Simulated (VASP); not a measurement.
# MgS (Pm-3m) in VASP: settings compared

The runs below take MgS through single point, relaxation of cell and atoms, with PBE, PBE0, r2SCAN.

Everything below comes from runs of VASP 6.6.1. Logs are shortened: lines on timing, memory, paths and dates and some standing lists are left out, and cuts for length are marked.

## 1. Starting point

It takes space group Pm-3m (No. 221, cubic). The conventional cell has a = 3.274 Å, b = 3.274 Å, c = 3.274 Å, α = 90.00°, β = 90.00°, γ = 90.00°. Mg (site symmetry m-3m) has 8 S at 2.84 Å as nearest neighbours. S (site symmetry m-3m) has 8 Mg at 2.84 Å as nearest neighbours.

The cell was built by a generator and needn't be a form met in nature.

## 2. Single point, PBE

The input, INCAR:

```
  ALGO = Fast
  EDIFF = 1E-6
  ENCUT = 520
  GGA = PE
  ISIF = 2
  ISMEAR = -1
  LASPH = T
  LCHARG = F
  LREAL = F
  LWAVE = F
  NBANDS = 11
  NELM = 60
  PREC = Accurate
  SIGMA = 0.02
```

The input, KPOINTS:

```
k-points
0
Gamma
  8 8 8
```

The input, POSCAR:

```
MgS
1.0
    3.2740189688      0.0000000000      0.0000000000
    0.0000000000      3.2740189688      0.0000000000
    0.0000000000      0.0000000000      3.2740189688
Mg S
1 1
Direct
    0.0000000000      0.0000000000      0.0000000000
    0.5000000000      0.5000000000      0.5000000000
```

Potentials or basis: VASP PAW PBE potentials, release 64 (Mg, S).

Launch:

```console
> cat potpaw_PBE.64/Mg/POTCAR potpaw_PBE.64/S/POTCAR > POTCAR
> mpirun -np 1 vasp_std > vasp.out
```

OUTCAR:

```text
EDIFF = 1E-6
   ENCUT = 520
   GGA = PE
   ISIF = 2
   ISMEAR = -1
   LASPH = T
   LREAL = F
   NELM = 60
   PREC = Accurate

 ion  position               nearest neighbor table
   1  0.000  0.000  0.000-   2 2.84   2 2.84   2 2.84   2 2.84   2 2.84   2 2.84   2 2.84   2 2.84

   2  0.500  0.500  0.500-   1 2.84   1 2.84   1 2.84   1 2.84   1 2.84   1 2.84   1 2.84   1 2.84

  LATTYP: Found a simple cubic cell.
 ALAT       =     3.2740189688

  Lattice vectors:

 A1 = (   3.2740189688,   0.0000000000,   0.0000000000)
 A2 = (   0.0000000000,   3.2740189688,   0.0000000000)
 A3 = (   0.0000000000,   0.0000000000,   3.2740189688)

Analysis of symmetry for initial positions (statically):
=====================================================================
 Subroutine PRICEL returns:
 Original cell was already a primitive cell.

 Routine SETGRP: Setting up the symmetry group for a
 simple cubic supercell.

 Subroutine GETGRP returns: Found 48 space group operations
 (whereof 48 operations were pure point group operations)
 out of a pool of 48 trial point group operations.

The static configuration has the point symmetry O_h .

Analysis of symmetry for dynamics (positions and initial velocities):
=====================================================================
 Subroutine PRICEL returns:
 Original cell was already a primitive cell.

 Routine SETGRP: Setting up the symmetry group for a
 simple cubic supercell.

 Subroutine GETGRP returns: Found 48 space group operations
 (whereof 48 operations were pure point group operations)
 out of a pool of 48 trial point group operations.

The dynamic configuration has the point symmetry O_h .

 Subroutine INISYM returns: Found 48 space group operations
 (whereof 48 operations are pure point group operations),
 and found     1 'primitive' translations

----------------------------------------------------------------------------------------

                                     Primitive cell

  volume of cell :      35.0949

  direct lattice vectors                    reciprocal lattice vectors
     3.274018969  0.000000000  0.000000000     0.305435005  0.000000000  0.000000000
     0.000000000  3.274018969  0.000000000     0.000000000  0.305435005  0.000000000
     0.000000000  0.000000000  3.274018969     0.000000000  0.000000000  0.305435005

  length of vectors
     3.274018969  3.274018969  3.274018969     0.305435005  0.305435005  0.305435005

  position of ions in fractional coordinates (direct lattice)
     0.000000000  0.000000000  0.000000000
     0.500000000  0.500000000  0.500000000

  ion indices of the primitive-cell ions
   primitive index   ion index
                 1           1
                 2           2

----------------------------------------------------------------------------------------

 KPOINTS: k-points

Automatic generation of k-mesh.
 Grid dimensions read from file:
 generate k-points for:    8    8    8

 Generating k-lattice:

  Cartesian coordinates                     Fractional coordinates (reciprocal lattice)
     0.038179376  0.000000000  0.000000000     0.125000000  0.000000000  0.000000000
     0.000000000  0.038179376  0.000000000     0.000000000  0.125000000  0.000000000
     0.000000000  0.000000000  0.038179376     0.000000000  0.000000000  0.125000000

  Length of vectors
     0.038179376  0.038179376  0.038179376

  Shift w.r.t. Gamma in fractional coordinates (k-lattice)
     0.000000000  0.000000000  0.000000000

 Subroutine IBZKPT returns following result:
 ===========================================

 Found     35 irreducible k-points:

 Following reciprocal coordinates:
            Coordinates               Weight
  0.000000  0.000000  0.000000      1.000000
  0.125000  0.000000  0.000000      6.000000
  0.250000  0.000000  0.000000      6.000000
  0.375000  0.000000  0.000000      6.000000
  0.500000  0.000000  0.000000      3.000000
  0.125000  0.125000  0.000000     12.000000
[... 16 lines left out ...]
  0.375000  0.375000  0.125000     24.000000
  0.500000  0.375000  0.125000     24.000000
 [... further k-points ...]
   k-points           NKPTS =     35   k-points in BZ     NKDIM =     35   number of bands    NBANDS=     11
   number of dos      NEDOS =    301   number of ions     NIONS =      2
   total plane-waves  NPLWV =  13824
   dimension x,y,z NGX =    24 NGY =   24 NGZ =   24
   dimension x,y,z NGXF=    48 NGYF=   48 NGZF=   48
   ions per type =               1   1
   NGX,Y,Z   is equivalent  to a cutoff of  12.19, 12.19, 12.19 a.u.
   NGXF,Y,Z  is equivalent  to a cutoff of  24.37, 24.37, 24.37 a.u.
 SYSTEM =  unknown system
   PREC   = accura    normal or accurate (medium, high low for compatibility)
   ISTART =      0    job   : 0-new  1-cont  2-samecut
   ICHARG =      2    charge: 1-file 2-atom 10-const
   ISPIN  =      1    spin polarized calculation?
   LNONCOLLINEAR =      F non collinear calculations
   LSORBIT =      F    spin-orbit coupling
   LASPH  =      T    aspherical Exc in radial PAW
   ENCUT  =  520.0 eV  38.22 Ry    6.18 a.u.   6.09  6.09  6.09*2*pi/ulx,y,z
   NELM   =     60;   NELMIN=  2; NELMDL= -5     # of ELM steps
   EDIFF  = 0.1E-05   stopping-criterion for ELM
   LREAL  =      F    real-space projection
   EDIFFG = 0.1E-04   stopping-criterion for IOM
   NSW    =      0    number of steps for IOM
   IBRION =     -1    ionic relax: 0-MD 1-quasi-New 2-CG
   NFREE  =      0    steps in history (QN), initial steepest desc. (CG)
   ISIF   =      2    stress and relaxation
   ISYM   =      2    0-nonsym 1-usesym 2-fastsym
   POTIM  = 0.5000    time-step for ionic-motion
   TEBEG  =    0.0;   TEEND  =   0.0 temperature during run
   PSTRESS=    0.0 pullay stress
   NELECT =       8.0000    total number of electrons
   NUPDOWN=      -1.0000    fix difference up-down
   EMIN   =  10.00;   EMAX   =-10.00  energy-range for DOS
   EFERMI =   0.00;   METHOD = LEGACY
   ISMEAR =    -1;   SIGMA  =   0.02  broadening in eV -4-tet -1-fermi 0-gaus
   EFERMI_NEDOS =   21; number of points for ismear=-14 and -15
   IALGO  =     68    algorithm
   IMIX   =      4    mixing-type and parameters
     AMIX     =   0.40;   BMIX     =  1.00
     AMIX_MAG =   1.60;   BMIX_MAG =  1.00
  volume/ion in A,a.u.               =      17.55       118.42
  Fermi-wavevector in a.u.,A,eV,Ry     =   1.000054  1.889829 13.607307  1.000109
  Thomas-Fermi vector in A             =   2.132385
   LORBIT       =      0    0 simple, 1 ext, 2 COOP (PROOUT), +10 PAW based schemes
   GGA     = PE    functional components
   LHFCALC =     F    Hartree Fock is set to
   AEXX    =    0.0000 exact exchange contribution
   IVDW    =     0    specifies the selected vdW correction
   LEPSILON=     F    determine dielectric tensor
   LRPA    =     F    only Hartree local field effects (RPA)
 non-spin polarized calculation
 RMM-DIIS sequential band-by-band and
  energy-cutoff  :      520.00
  volume of cell :       35.09
 maximum number of plane-waves:       968
   NGX = 13   NGY = 13   NGZ = 13

 number of electron       7.9999996 magnetization

 Free energy of the ion-electron system (eV)
  ---------------------------------------------------
  ext. energy  EPLUGINS =         0.00000000
  ---------------------------------------------------
  free energy    TOTEN  =        -7.25915486 eV

  energy without entropy =       -7.25848632  energy(sigma->0) =       -7.25882059

 E-fermi :   5.3666     XC(G=0):  -9.8125

 val. band max:        5.3664770949   @ k =   0.5000   0.3750   0.0000
 cond. band min:       5.4871109216   @ k =   0.5000   0.5000   0.0000
 fundamental gap:      0.1206338267
 Fermi energy:         5.3666051539

 k-point     1 :       0.0000    0.0000    0.0000
  band No.  band energies     occupation
      1      -8.6034      2.00000
      2       4.0309      2.00000
      3       4.0309      2.00000
      4       4.0309      2.00000
      5       6.1152      0.00000
      6       9.7413      0.00000
      7       9.7413      0.00000
      8      17.7414      0.00000
      9      17.7414      0.00000
     10      17.7415      0.00000
     11      18.5820      0.00000

 k-point     2 :       0.1250    0.0000    0.0000
  band No.  band energies     occupation
      1      -8.4696      2.00000
      2       2.6800      2.00000
      3       4.1243      2.00000
      4       4.1243      2.00000
      5       6.8908      0.00000
      6       9.9515      0.00000
      7      10.6934      0.00000
      8      16.2331      0.00000
      9      16.2331      0.00000
     10      17.1691      0.00000
     11      18.7566      0.00000

 k-point     3 :       0.2500    0.0000    0.0000
  band No.  band energies     occupation
      1      -8.1073      2.00000
      2       0.7645      2.00000
      3       4.3686      2.00000
      4       4.3686      2.00000
      5       7.7633      0.00000
      6      10.5776      0.00000
      7      12.2237      0.00000
      8      14.4804      0.00000
      9      14.4804      0.00000
     10      16.8958      0.00000
     11      17.4877      0.00000
[... 267 lines left out ...]
 k-point    23 :       0.3750    0.3750    0.1250
  band No.  band energies     occupation
      1      -6.7384      2.00000
      2       0.5035      2.00000
      3       0.8420      2.00000
      4       4.3971      2.00000
      5       6.5394      0.00000
      6      11.0364      0.00000
      7      11.7243      0.00000
      8      13.7589      0.00000
      9      16.2937      0.00000
     10      16.7378      0.00000
     11      17.5863      0.00000

 k-point    24 :       0.5000    0.3750    0.1250
  band No.  band energies     occupation
      1      -6.5588      2.00000
      2       0.1551      2.00000
      3       0.9937      2.00000
      4       4.5599      2.00000
      5       5.8636      0.00000
      6      11.1114      0.00000
      7      11.6143      0.00000
      8      14.0440      0.00000
      9      16.0031      0.00000
     10      16.9524      0.00000
     11      16.9605      0.00000

 [... further k-points ...]

------------------------ aborting loop because EDIFF is reached ----------------------------------------

  FORCE on cell =-STRESS in cart. coord.  units (eV):
  Direction    XX          YY          ZZ          XY          YZ          ZX
  --------------------------------------------------------------------------------------
  -------------------------------------------------------------------------------------
  Total       -0.0539638     -0.0539638     -0.0539638     -0.0000000     -0.0000000      0.0000000
  in kB       -2.4635985     -2.4635985     -2.4635985     -0.0000000     -0.0000000      0.0000000
  external PRESSURE =      -2.4635985 kB  Pullay stress =       0.0000000 kB

 VOLUME and BASIS-vectors are now :
 -----------------------------------------------------------------------------
  energy-cutoff  :      520.00
  volume of cell :       35.09
      direct lattice vectors                 reciprocal lattice vectors
     3.274018969  0.000000000  0.000000000     0.305435005  0.000000000  0.000000000
     0.000000000  3.274018969  0.000000000     0.000000000  0.305435005  0.000000000
     0.000000000  0.000000000  3.274018969     0.000000000  0.000000000  0.305435005

 POSITION                                       TOTAL-FORCE (eV/Angst)
 -----------------------------------------------------------------------------------
      0.00000      0.00000      0.00000         0.000000      0.000000      0.000000
      1.63701      1.63701      1.63701         0.000000      0.000000      0.000000
 -----------------------------------------------------------------------------------
    total drift:                               -0.000000     -0.000000     -0.000000

  FREE ENERGIE OF THE ION-ELECTRON SYSTEM (eV)
  ---------------------------------------------------
  free  energy   TOTEN  =        -7.2591548596 eV

  energy  without entropy=       -7.2584863171  energy(sigma->0) =       -7.25882059
```

It used 6.2 s of CPU time on 1 thread of Intel(R) Xeon(R) Platinum 8488C (Sapphire Rapids), with other jobs on the host, which was overloaded at the time.

Results:

| Item | Value |
| --- | --- |
| Free energy | -7.2592 eV |
| Pressure | -0.2 GPa |
| Band gap on the k mesh | none (metal or under the smearing width) |

## 3. Relaxation of cell and atoms, PBE

This run uses another cell than the first one, of 14.34 Å³/atom, 0.817 times its volume.

The input, INCAR:

```
SYSTEM = MgS
ALGO = Normal
EDIFF = 1E-6
EDIFFG = -0.005
ENCUT = 600
GGA = PE
IBRION = 2
ISIF = 3
ISMEAR = -1
LASPH = .True.
LCHARG = .False.
LREAL = .False.
LWAVE = .False.
NELM = 80
NSW = 80
PREC = Accurate
SIGMA = 0.02
```

The input, KPOINTS:

```
k-points
0
Gamma
  8 8 8
  0 0 0
```

The input, POSCAR:

```
MgS
1.0
    3.0606965898      0.0000000000      0.0000000000
    0.0000000000      3.0606965898      0.0000000000
    0.0000000000      0.0000000000      3.0606965898
Mg S
1 1
Direct
    0.0000000000      0.0000000000      0.0000000000
    0.5000000000      0.5000000000      0.5000000000
```

Potentials or basis: VASP PAW PBE potentials, release 64 (Mg, S).

Launch:

```console
> cat potpaw_PBE.64/Mg/POTCAR potpaw_PBE.64/S/POTCAR > POTCAR
> mpirun -np 1 vasp_std > vasp.out
```

It took 21 s on 1 thread of Intel Xeon Platinum 8488C (Sapphire Rapids), shared host; peak memory 0.14 GiB.

It converged, with:

* Free energy: -7.2586 eV
* Relaxed volume: 17.48 Å³/atom
* Relaxed cell: a = 3.270 Å, b = 3.270 Å, c = 3.270 Å, α = 90.00°, β = 90.00°, γ = 90.00°
* Space group after relaxing (to 0.05 Å): Pm-3m (No. 221)
* Energy gained by relaxing: 176.5 meV/atom
* Ionic steps: 5
* Pressure after relaxing: 0.0 GPa
* Band gap on the k mesh: none (metal or under the smearing width)

The path:
| step | energy change (eV) | largest force (eV/Å) | pressure (GPa) | volume (Å³) |
| --- | --- | --- | --- | --- |
| 1 | 0.0000 | 0.0000 | 20.96 | 28.67 |
| 2 | -0.3248 | 0.0000 | -3.86 | 37.18 |
| 3 | -0.3529 | 0.0000 | 0.10 | 34.93 |
| 4 | -0.3529 | 0.0000 | -0.18 | 35.06 |
| 5 | -0.3529 | 0.0000 | 0.01 | 34.97 |

Final structure:
```yaml
crystal:
  lattice:
    - [3.27010, 0.00000, 0.00000]
    - [0.00000, 3.27010, 0.00000]
    - [0.00000, 0.00000, 3.27010]
  atoms:
    - { symbol: Mg, position: [0.00000, 0.00000, 0.00000] }
    - { symbol: S, position: [0.50000, 0.50000, 0.50000] }
```

Levels at points of the mesh, in eV from the Fermi level:
```tsv
k point	band 2	band 3	band 4	band 5	band 6	band 7
(0.00, 0.00, 0.00)	-1.34	-1.34	-1.34	0.77	4.36	4.36
(0.50, 0.00, 0.00)	-6.66	-0.60	-0.60	3.80	6.17	7.17
(0.50, 0.50, 0.00)	-5.03	-5.03	-0.43	0.12	7.59	8.34
(0.50, 0.50, 0.50)	-3.76	-3.76	-3.76	1.63	1.63	1.63
```

Caveat: the volume moved by over 15 % at a fixed basis, so the end points are rough.

## 4. Single point, PBE0

This run uses another cell than the first one, of 17.37 Å³/atom, 0.990 times its volume.

The input, POSCAR:

```
MgS
1.0
    3.2628174056      0.0000000000      0.0000000000
    0.0000000000      3.2628174056      0.0000000000
    0.0000000000      0.0000000000      3.2628174056
Mg S
1 1
Direct
    0.0000000000      0.0000000000      0.0000000000
    0.5000000000      0.5000000000      0.5000000000
```

The input, INCAR.step1:

```
SYSTEM = MgS
  ALGO = Normal
  EDIFF = 1E-5
  ENCUT = 520
  GGA = PE
  ISIF = 2
  ISMEAR = -1
  LASPH = .TRUE.
  LCHARG = .FALSE.
  LREAL = .FALSE.
  LWAVE = .TRUE.
  NBANDS = 11
  NELM = 100
  PREC = Accurate
  SIGMA = 0.02
```

The input, INCAR.step2:

```
SYSTEM = MgS
  AEXX = 0.25
  ALGO = Normal
  EDIFF = 1E-6
  ENCUT = 520
  GGA = PE
  HFRCUT = -1
  ISIF = 2
  ISMEAR = -1
  ISTART = 1
  LASPH = .TRUE.
  LCHARG = .FALSE.
  LHFCALC = .TRUE.
  LREAL = .FALSE.
  LWAVE = .FALSE.
  NBANDS = 11
  NELM = 100
  PREC = Accurate
  PRECFOCK = Normal
  SIGMA = 0.02
```

The input, KPOINTS:

```
k-points
0
G
  6 6 6
  0 0 0
```

Launch:

```console
> cat potpaw_PBE.64/Mg/POTCAR potpaw_PBE.64/S/POTCAR > POTCAR
> cp INCAR.step1 INCAR
> mpirun -np 1 vasp_std > vasp.out
> cp INCAR.step2 INCAR
> mpirun -np 1 vasp_std > vasp.out
```

Run time: 8.4 min. Hardware: 1 thread of Intel Xeon Platinum 8488C (Sapphire Rapids), shared host; peak memory 0.15 GiB.

The run converged. Its results:

| Item | Value |
| --- | --- |
| Free energy | -9.0735 eV |
| Pressure | -0.7 GPa |
| Band gap on the k mesh | 0.76 eV, direct |

Levels at points of the mesh, in eV from the valence-band top:
```
           k point  band 1  band 2  band 3  band 4  band 5  band 6  band 7  band 8  band 9
(0.00, 0.00, 0.00)  -15.67   -1.66   -1.66   -1.66    2.15    5.76    5.76   14.46   14.46
(0.50, 0.00, 0.00)  -14.38   -7.55   -0.81   -0.81    5.29    8.05    8.77    9.07    9.07
(0.50, 0.50, 0.00)  -13.31   -5.74   -5.74    0.00    0.76    9.26   10.21   10.21   10.79
(0.50, 0.50, 0.50)  -12.33   -4.32   -4.32   -4.32    2.91    2.91    2.91    6.96   18.63
```

Caveat: the PAW data sets were made with another functional, which shifts forces and pressure a little.

## 5. Single point, r2SCAN

This run uses another cell than the first one, of 17.37 Å³/atom, 0.990 times its volume.

POSCAR is that of step 4.

The input, INCAR.step1:

```
PREC = Accurate
ENCUT = 520
ISMEAR = -1
SIGMA = 0.02
LREAL = False
LASPH = True
NELM = 80
NBANDS = 11
GGA = PE
ALGO = Normal
EDIFF = 1E-4
LWAVE = True
LCHARG = False
```

The input, INCAR.step2:

```
PREC = Accurate
ENCUT = 520
EDIFF = 1E-7
ISMEAR = -1
SIGMA = 0.02
LREAL = False
LASPH = True
NELM = 80
ALGO = Normal
ISIF = 2
LWAVE = False
LCHARG = True
METAGGA = R2SCAN
LMIXTAU = True
LELF = True
LVHAR = True
NBANDS = 11
ISTART = 1
```

The input, KPOINTS:

```
regular mesh
0
Gamma
  8 8 8
```

Launch:

```console
> cat potpaw_PBE.64/Mg/POTCAR potpaw_PBE.64/S/POTCAR > POTCAR
> cp INCAR.step1 INCAR
> mpirun -np 1 vasp_std > vasp.out
> cp INCAR.step2 INCAR
> mpirun -np 1 vasp_std > vasp.out
```

Run time: 35 s. Hardware: 1 thread of Intel Xeon Platinum 8488C (Sapphire Rapids), shared host; peak memory 0.14 GiB.

It converged, with:

```
Free energy            : -14.0914 eV
Pressure               : -0.4 GPa
Band gap on the k mesh : 0.13 eV, indirect (least direct gap 0.15 eV)
```

Levels at points of the mesh, in eV from the valence-band top:
```csv
k point,band 2,band 3,band 4,band 5,band 6,band 7
"(0.00, 0.00, 0.00)",-1.42,-1.42,-1.42,1.55,4.85,4.85
"(0.50, 0.00, 0.00)",-6.85,-0.64,-0.64,4.52,7.09,7.68
"(0.50, 0.50, 0.00)",-5.24,-5.24,-0.02,0.13,8.26,9.28
"(0.50, 0.50, 0.50)",-3.97,-3.97,-3.97,2.00,2.00,2.00
```

Caveat: the PAW data sets were made with another functional, which shifts forces and pressure a little. A k mesh can miss the band edges.

## 6. Overview

```tsv
task	level	cell	k mesh	cutoff (eV)	exchange at q = 0	grid for exact exchange (PRECFOCK)	gap on the mesh (eV)	pressure (GPa)
single point	PBE	Pm-3m, 17.55 Å³/atom	8 × 8 × 8	520	-	-	none	-0.2
relaxation of cell and atoms	PBE	relaxed	8 × 8 × 8	600	-	-	none	0.0
single point	PBE0	Pm-3m, 17.37 Å³/atom	6 × 6 × 6	520	truncated	Normal	0.76	-0.7
single point	r2SCAN	Pm-3m, 17.37 Å³/atom	8 × 8 × 8	520	-	-	0.13	-0.4
```

Alike in all rows: potentials or basis VASP PAW PBE potentials, release 64 (Mg, S); no spin polarisation; smearing fermi-dirac 0.02 eV.

On the cell as given the gap runs from zero (PBE) to 0.76 eV (PBE0); the meshes differ, which moves gaps too. The pressure there spans -0.7 GPa (PBE0) to -0.2 GPa (PBE); a positive pressure means that this level wants a larger cell, a negative one a smaller.

Caveats: the PAW data sets were made with another functional, which shifts forces and pressure a little (some runs); the volume moved by over 15 % at a fixed basis, so the end points are rough (some runs).

Total energies depend on the potentials used, so only differences within one code and one set of settings carry meaning.
